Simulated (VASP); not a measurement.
A run of VASP 6.6.1 is set up as follows.

The input INCAR:

```
ALGO     = Fast           # electronic algorithm
CSHIFT   = 0.05         
EDIFF    = 1E-7           # SCF threshold, eV
ENCUT    = 520            # plane-wave cutoff, eV
GGA      = PE             # functional
ISIF     = 2              # what is computed and relaxed
ISMEAR   = 0              # smearing method
LASPH    = True           # aspherical terms in the spheres
LCHARG   = False          # write CHGCAR
LOPTICS  = True           # frequency-dependent dielectric function
LREAL    = False          # projectors in reciprocal space
LWAVE    = False          # write WAVECAR
NBANDS   = 57             # bands
NEDOS    = 2000           # points of the DOS
NELM     = 100            # most SCF steps
PREC     = Accurate       # precision mode
SIGMA    = 0.02           # smearing width, eV
```

The input KPOINTS:

```
k-points
0
Gamma
  8 8 8
```

POSCAR

```
InP
1.0
    0.0000000000      2.7688340000      2.7688340000
    2.7688340000      0.0000000000      2.7688340000
    2.7688340000      2.7688340000      0.0000000000
In P
1 1
Direct
    0.0000000000      0.0000000000      0.0000000000
    0.5000000000      0.5000000000      0.5000000000
```

Potentials or basis: VASP PAW PBE potentials, release 64 (In_d, P).

Launch:

```sh
$ cat potpaw_PBE.64/In_d/POTCAR potpaw_PBE.64/P/POTCAR > POTCAR
$ mpirun -np 1 vasp_std > vasp.out
```

Q: Estimate the pressure.

A: -0.1 GPa.

Q: Predict the band gap on the k mesh.

A: None (metal or under the smearing width).

Dielectric function (mean over the directions given):
| energy (eV) | real part | imaginary part |
| --- | --- | --- |
| 0.33 | 29.09 | 0.45 |
| 0.99 | 22.31 | 2.72 |
| 1.65 | 59.13 | 9.55 |
| 2.30 | 8.32 | 21.18 |
| 2.96 | -19.86 | 24.46 |
| 3.70 | -1.08 | 6.73 |
| 4.36 | -2.71 | 5.28 |
| 5.02 | -0.43 | 5.64 |
| 5.68 | -4.10 | 1.12 |
| 6.42 | -2.16 | 7.45 |
| 7.07 | -2.95 | 2.67 |
| 7.73 | -3.09 | 2.55 |
| 8.39 | -2.02 | 1.17 |
| 9.13 | -2.93 | 1.83 |
| 9.79 | -1.22 | 1.35 |
| 10.45 | -1.36 | 1.18 |
| 11.10 | -0.79 | 0.65 |
| 11.84 | -0.75 | 0.46 |
| 12.50 | -0.59 | 0.36 |
| 13.16 | -0.14 | 0.52 |
| 13.82 | -0.31 | 0.23 |
| 14.56 | 0.15 | 0.23 |
| 15.22 | 0.22 | 0.17 |
| 15.87 | 0.34 | 0.28 |
| 16.53 | 0.24 | 0.25 |
| 17.27 | 0.52 | 0.20 |
| 17.93 | 0.70 | 0.38 |
| 18.59 | 0.34 | 0.41 |
| 19.25 | 0.63 | 0.39 |
| 19.99 | 0.61 | 0.18 |

Caveat: spectra need much finer meshes, so this one isn't converged; independent-particle spectra lack excitons; the intraband (Drude) part of a metal's response may be missing.
